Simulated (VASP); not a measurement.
A run of VASP 6.6.1:

Contents of INCAR:

```
PREC     = Accurate       # precision mode
ENCUT    = 350            # plane-wave cutoff, eV
EDIFF    = 1E-5           # SCF threshold, eV
ISMEAR   = 0              # smearing method
SIGMA    = 0.03           # smearing width, eV
LREAL    = Auto         
LASPH    = True           # aspherical terms in the spheres
NELM     = 120            # most SCF steps
ALGO     = Normal         # electronic algorithm
ISIF     = 2              # what is computed and relaxed
LWAVE    = False          # write WAVECAR
LCHARG   = False          # write CHGCAR
ISPIN    = 2              # spin polarisation
MAGMOM   = 4 0 0 0 0 0 0 0 0 0 0 0 0 0 0 0 0 0 0 0 0 0 0 0 # initial moments
LORBIT   = 11             # projections on sites
NUPDOWN  = 4              # fixed moment
LMAXMIX  = 4              # l up to which the mixer works
LDAU     = True           # DFT+U
LDAUTYPE = 2            
LDAUL    = 2 -1           # shell
LDAUU    = 4 0            # U, eV
LDAUJ    = 0 0          
LDAUPRINT= 1            
GGA      = PS             # functional
ISYM     = 0            
KPAR     = 4
```

KPOINTS

```
Automatic mesh
0
Gamma
  2 3 3
```

File POSCAR:

```
FeSi23                                  
1.0
    0.0000000000      8.1555000000      8.1555000000
    5.4370000000      0.0000000000      5.4370000000
    5.4370000000      5.4370000000      0.0000000000
  Fe              Si            
     1    23
Direct
     0.0058304299341811    0.9963129132198052    0.9971838237051394
     0.9989388419068346    0.9997981975322898    0.5011342740929375
     0.9995710441281461    0.5030265224236389    0.9963860869409474
     0.9997808333433440    0.5012756140674179    0.4990638431356888
     0.3322001881649680    0.0010350643538519    0.9998531846947606
     0.3336445172963653    0.0002180597850626    0.4986004663256958
     0.3344086201471982    0.4995639268249047    0.9984121977388263
     0.3345136260157844    0.5003928753980619    0.4980109503772201
     0.6697536276068724    0.0009837392452812    0.9998182121696770
     0.6668942432014546    0.0012115265127810    0.4987486533728890
     0.6679076517404792    0.4997812776175996    0.9992863249859935
     0.6679819922106514    0.5007820779935410    0.4987851142140794
     0.0820304751186139    0.1288874920333951    0.1267116756760744
     0.0838395441802438    0.1269983011519113    0.6207232550343779
     0.0847488275343407    0.6200821361669774    0.1252716667255989
     0.0848001221078804    0.6252359549838968    0.6220212865678801
     0.4187297145582536    0.1240428075317042    0.1230577952800020
     0.4159935545192845    0.1255837956567977    0.6247138356455699
     0.4171504789346612    0.6255805726383816    0.1233996596363579
     0.4177899662436515    0.6251190336962110    0.6233063476836346
     0.7539868623979333    0.1247876261576089    0.1240566239567413
     0.7491715493494971    0.1258885157408391    0.6253579110221851
     0.7499853317296685    0.6265058063380790    0.1239811753414351
     0.7502069576296895    0.6264331629299602    0.6246706356763017
```

Potentials or basis: VASP PAW PBE potentials, release 64 (Fe, Si).

Run with:

```console
$ cat potpaw_PBE.64/Fe/POTCAR potpaw_PBE.64/Si/POTCAR > POTCAR
$ mpirun -np 4 vasp_std > vasp.out
```

Hardware: 4 MPI ranks on Intel(R) Xeon(R) 6975P-C (Granite Rapids), on a shared host.

Problem. Estimate the wall time of this run.

Solution. Wall time 2.8 min on 4 MPI ranks on Intel(R) Xeon(R) 6975P-C (Granite Rapids) (shared host), peak memory 0.63 GiB a rank. Counts: scf iterations 20, k points 10.
